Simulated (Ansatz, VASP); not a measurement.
B in VASP and in Ansatz

Contents of INCAR:

```
SYSTEM = B
PREC     = Accurate       ! precision mode
ENCUT    = 520            ! plane-wave cutoff, eV
EDIFF    = 1E-6           ! SCF threshold, eV
ISMEAR   = 0              ! smearing method
SIGMA    = 0.15           ! smearing width, eV
LREAL    = .False.        ! projectors in reciprocal space
LASPH    = .True.         ! aspherical terms in the spheres
NELM     = 100            ! most SCF steps
ALGO     = Normal         ! electronic algorithm
ISIF     = 2              ! what is computed and relaxed
LWAVE    = .False.        ! write WAVECAR
LCHARG   = .False.        ! write CHGCAR
GGA      = PS             ! functional
NBANDS   = 8              ! bands
```

Contents of KPOINTS:

```
Automatic mesh
0
Gamma
  33 33 14
  0 0 0
```

File POSCAR:

```
B
1.0
    1.6513605685      0.0000000000      0.0000000000
   -0.8256802843      1.4301202032      0.0000000000
    0.0000000000      0.0000000000      3.6899541928
B
1
Direct
    0.0000000000      0.0000000000      0.0000000000
```

Input for Ansatz:

```yaml
crystal:
  lattice:
    - [1.6513605685, 0.0, 0.0]
    - [-0.8256802843, 1.4301202032, 0.0]
    - [0.0, 0.0, 3.6899541928]
  atoms:
    - { symbol: B, position: [0.0, 0.0, 0.0] }
basis:
  ecutwfc: 420
kpoints:
  mp_grid: { grid: [33, 33, 14] }
hamiltonian:
  xc: pbesol
scf:
  occupations: { method: gaussian, width: 0.15 }
output:
  forces: true
  stress: true
  eigenvalues: true
```

Change from the starting cell: strain -0.030 along x and y, +0.015 along z, atoms carried along.

Alike in both runs: task single point; functional PBEsol; k mesh 33 × 33 × 14; occupations gaussian, width 0.15 eV; no spin polarisation.

|  | VASP | Ansatz |
| --- | --- | --- |
| version | VASP 6.6.1 | Ansatz 0.2.0 |
| potentials or method | VASP PAW PBE potentials, release 64 (B) | scalar-relativistic, plane waves, PAW |
| plane-wave cutoff (eV) | 520 | 420 |
| valence electrons in the cell | 3 | 3 |

VASP gave:

* gap on the k mesh at the Fermi level (eV): none
* pressure (GPa): 21.0
* largest component of the traceless stress (GPa): 22.06

**Question.** Estimate Ansatz's values.

**Answer.** gap on the k mesh at the Fermi level (eV): none; pressure (GPa): 20.7; largest component of the traceless stress (GPa): 21.69.

A gap of «none» marks a metal or a gap that the smearing closes.

Caveats: so large a pressure means that the cell lies far from this level's equilibrium, or that cutoff or potentials fall short (VASP); the potentials were made for another functional, which shifts forces and pressure (VASP).
